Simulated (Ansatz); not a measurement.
Rocksalt CaSe, relaxed with r2SCAN in Ansatz: it is cubic, Fm-3m (No. 225); conventional cell a = 5.935 Å, 26.13 Å³ an atom. Around Ca lie 6 Se at 2.97 Å; around Se lie 6 Ca at 2.97 Å. It was then strained (epitaxial in the xy plane), atoms relaxed again within the symmetry left. Unstrained, HSE06 gives 2.999 eV (Γ → X, 6×6×6 mesh), and the band edges keep their places in every row. The normal direction was relaxed to zero stress. Only one sign of strain is shown, since it lowers the symmetry, and equivalent edge states can then move with another slope on the other side. Stress is positive in compression. The values are computed, spin-unpolarised, and not measurements.

Axes as in this cell:
```
Ca Se
1.0
     0.00000    2.96754    2.96754
     2.96754    0.00000    2.96754
     2.96754    2.96754    0.00000
Ca Se
1 1
Direct
  0.00000 0.00000 0.00000
  0.50000 0.50000 0.50000
```

```tsv
strain (%)	ε	ΔE_g, HSE06 (eV)	Δσ_xx, r2SCAN (GPa)	Δ(G0W0@PBE gap on 4×4×4)
+1.0	+0.0100	+0.033	-1.21	+0.039
+3.0	+0.0300	+0.090	-3.19	+0.104
+4.0	+0.0400	+0.114	-3.99	+0.131
```

Fit ΔE_g = a x + b x² to these rows by least squares, with x = ε.
The normal equations take Σx² = 2.600e-03, Σx³ = 9.200e-05, Σx⁴ = 3.380e-06, ΣxΔE = 7.590e-03 and Σx²ΔE = 2.667e-04, and give a = +3.45 eV, b = -15.0 eV; the largest residual is 0.000 eV.

Fit the change of σ_xx in the same way.
Δσ_xx = -127.2 x + (689) x² GPa. The slope, 127 GPa, is the biaxial modulus of the film.

Predict the withheld row at +2.0 % (x = +0.0200).
ΔE_g ≈ +3.45 × (+0.0200) + (-15.0) × (+0.0200)² = +0.063 eV, and Δσ_xx ≈ -2.27 GPa. The runs give +0.063 eV and -2.27 GPa, off by 0.000 eV and 0.00 GPa.

Fit the last column too (unstrained value 3.701 eV), and predict it for the withheld row.
Δ = +4.08 x + (-20.2) x² eV, which gives +0.074 eV at x = +0.0200; the run gives +0.073 eV. Its slope is 1.18 of HSE06's. G0W0 here is at a finite number of bands, screening cutoff and k mesh, not at the basis limit.

Spin-orbit coupling is left out.

The meshes of the hybrids are coarse, so their gaps aren't converged to the digits shown.
